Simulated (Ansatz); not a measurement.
# CuCl (Nantokite): the cost of one run

Computed with Ansatz 0.2.0 (DFT PBE, scalar-relativistic, plane waves, PAW, unless a step's input says otherwise).

The COD entry's cell or inner coordinates are ideal or old and differ from later refinements, so a difference from it is no clean test against experiment.

## (1) The structure to begin with

Symmetry: F-43m, No. 216, cubic system. Conventional cell: a = 5.406 Å, b = 5.406 Å, c = 5.406 Å, α = 90.00°, β = 90.00°, γ = 90.00°. Cu (site symmetry -43m) is surrounded by 4 Cl at 2.34 Å. Around Cl (site symmetry -43m) lie 4 Cu at 2.34 Å.

Coordinates:

```cif
data_structure
_symmetry_space_group_name_H-M 'F-43m'
_symmetry_Int_Tables_number 216
_cell_length_a 5.4057
_cell_length_b 5.4057
_cell_length_c 5.4057
_cell_angle_alpha 90.000
_cell_angle_beta 90.000
_cell_angle_gamma 90.000
_cell_volume 157.96
loop_
_atom_site_label
_atom_site_type_symbol
_atom_site_symmetry_multiplicity
_atom_site_Wyckoff_symbol
_atom_site_fract_x
_atom_site_fract_y
_atom_site_fract_z
_atom_site_occupancy
Cu1 Cu 4 a 0.00000 0.00000 0.00000 1
Cl1 Cl 4 d 0.25000 0.25000 0.75000 1
```

The structure comes from the Crystallography Open Database.

(A quick probe on a coarse mesh, which set the mesh and smearing, is not shown.)

## (3) Full relaxation

Input file input.yaml:

```yaml
crystal:
  lattice:
    - [0.0, 2.70285, 2.70285]
    - [2.70285, 0.0, 2.70285]
    - [2.70285, 2.70285, 0.0]
  atoms:
    - { symbol: Cu, position: [0.0, 0.0, 0.0] }
    - { symbol: Cl, position: [0.25, 0.25, 0.25] }
basis:
  ecutwfc: 420
kpoints:
  mp_grid: { grid: [12, 12, 12] }
hamiltonian:
  xc: pbe
scf:
  occupations: { method: gaussian, width: 0.02 }
output:
  forces: true
  stress: true
  eigenvalues: true
  write_density: true
  write_potential: true
  elf: true
  volumetric_format: npy
relax:
  adjacent_minimum: "off"
  f_tol: 0.005
  max_steps: 80
  cell: { stress_tol: 0.05 }
```

Command:

```console
ansatz run input.yaml --threads 1 --pin off --max-ram 2560MiB --backend cpu --events-out ev --progress --plain --runs-dir out
```

**Question.** How long does this run take on 1 thread of Arm Neoverse V1, shared host, and how much memory does it need?

About 25 s, with a peak of 0.36 GiB.
